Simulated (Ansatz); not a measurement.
## Vibrational response of SnS2 at 15 GPa

Method: Ansatz, DFT LDA, scalar-relativistic, plane waves, PAW. Plane waves to 420 eV; Γ-centred k mesh 12×12×8; Fermi-Dirac smearing of 0.15 eV. No spin polarisation. Phonons by linear response, acoustic sum rule imposed.

The cell, relaxed at 15 GPa:
```
CELL_PARAMETERS angstrom
3.51972 0.00000 0.00000
-1.75986 3.04817 0.00000
0.00000 0.00000 4.93574
ATOMIC_POSITIONS crystal
Sn 0.00000 0.00000 0.00000
S 0.66667 0.33333 0.29535
S 0.33333 0.66667 0.70465
```

In a metal, frequencies and elastic constants depend on the k mesh and the smearing, soft modes and shear constants most. Spin–orbit coupling is left out, which matters for heavy elements. A semilocal functional can close a gap that the real compound has.

Optical modes at Γ; i marks an imaginary frequency:
```
frequency (THz) degeneracy
           7.17           2
           8.66           2
           9.93           1
          10.47           1
```

All 6 optical modes at Γ are real: no displacement of atoms at fixed cell lowers the energy to second order. Strains and modes at other wave vectors aren't tested by this run.

Cost: 1 run of about 2.4 core-minutes, on AMD EPYC 7R43 (Zen 3) (shared hosts).